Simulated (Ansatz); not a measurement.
**Squeezing Sn (simple hexagonal type)**

```
Sn
1.0
     3.26753    0.00000    0.00000
    -1.63377    2.82977    0.00000
     0.00000    0.00000    3.08151
Sn
1
Direct
  0.00000 0.00000 0.00000
```

The cell comes from a relaxation on PAW files under the same functional, begun from a prototype that needn't be the stable phase.

Its volume is scaled, and at each volume shape and atoms are relaxed on PAW files; all methods then take that cell.

Computed with Ansatz 0.2.0; functional PBE, scalar-relativistic. Settings: a Γ-centred 13×13×12 k mesh, Fermi–Dirac smearing of 0.05 eV, no spin polarisation. Methods: LAPW: all electrons, basis error target 1 meV/atom; PAW: frozen-core files, cutoff 420 eV; crystal datasets: all electrons, by PAW datasets that the program makes for each cell; norm-conserving: pseudopotentials, cutoff 980 eV; PAW (cutoff 600 eV): frozen-core files, cutoff 600 eV.

Energies are extrapolated to zero smearing and count from the unscaled cell; pressure is positive in compression; gaps take the mesh and a band path. No temperature or zero-point motion is included.

Spin–orbit coupling is left out, which matters for the heavy atoms.

```csv
V/V0,V (Å³/atom),P LAPW (GPa),ΔE LAPW (eV/atom),P PAW − LAPW (GPa),ΔE PAW − LAPW (meV/atom),space group,shortest distance (Å)
1.00,28.49,0.00,0.000,0.00,0.0,P6/mmm,3.082
0.95,27.07,2.69,0.012,0.00,0.0,P6/mmm,3.027
0.85,24.22,11.02,0.126,0.00,0.0,P6/mmm,2.911
0.75,21.37,26.6,0.445,0.02,0.2,P6/mmm,2.793
0.65,18.52,56.7,1.155,0.05,0.8,P6/mmm,2.669
0.55,15.67,?,?,?,?,?,?
0.45,12.82,253.3,5.766,0.24,5.2,P6/mmm,2.357
0.40,11.40,384.0,8.552,0.57,8.6,P6/mmm,2.265
```

Fit the Vinet equation to the LAPW pressures shown (residuals weighted by 1/(|P| + 0.03·Pmax)), and predict the pressure of the withheld row.

The fit gives V0 = 28.55 Å³/atom, B0 = 41.9 GPa and B0′ = 5.63. At 15.67 Å³/atom, x = (V/V0)^(1/3) = 0.8187, and P = 3·B0·(1 − x)/x²·exp[1.5·(B0′ − 1)·(1 − x)] = 119.5 GPa. The run itself gave 117.5 GPa (+1.7 % off) and ΔE = 2.642 eV/atom.

From the table, what is the rise of the enthalpy H = E + pV up to the last row, and how stiff is the crystal between the last two rows?

ΔH = 8.552 eV + (384.0 GPa × 11.40 Å³ + 0.00 GPa × 28.49 Å³) × 0.006242 eV/(GPa·Å³) = 35.87 eV/atom, of which pV makes 76 %. The mean bulk modulus there is −ΔP/Δln V = 1110 GPa.

At the smallest volume, how far do crystal datasets and norm-conserving and PAW (cutoff 600 eV) lie from LAPW in pressure?

crystal datasets: 0.00 GPa; norm-conserving: +2.11 GPa; PAW (cutoff 600 eV): +0.19 GPa, on a LAPW pressure of 384.0 GPa.

How do the Löwdin populations by LAPW change from the unscaled cell to the last row?

Sn 4s 1.99 → 1.95, Sn 5s 1.62 → 1.13, Sn 5p 2.38 → 2.95, Sn 4d 9.99 → 9.96 electrons an atom. These are projections on the shells that the free atoms fill; 0.02 e a cell lies outside them at the start and 0.05 e at the end.
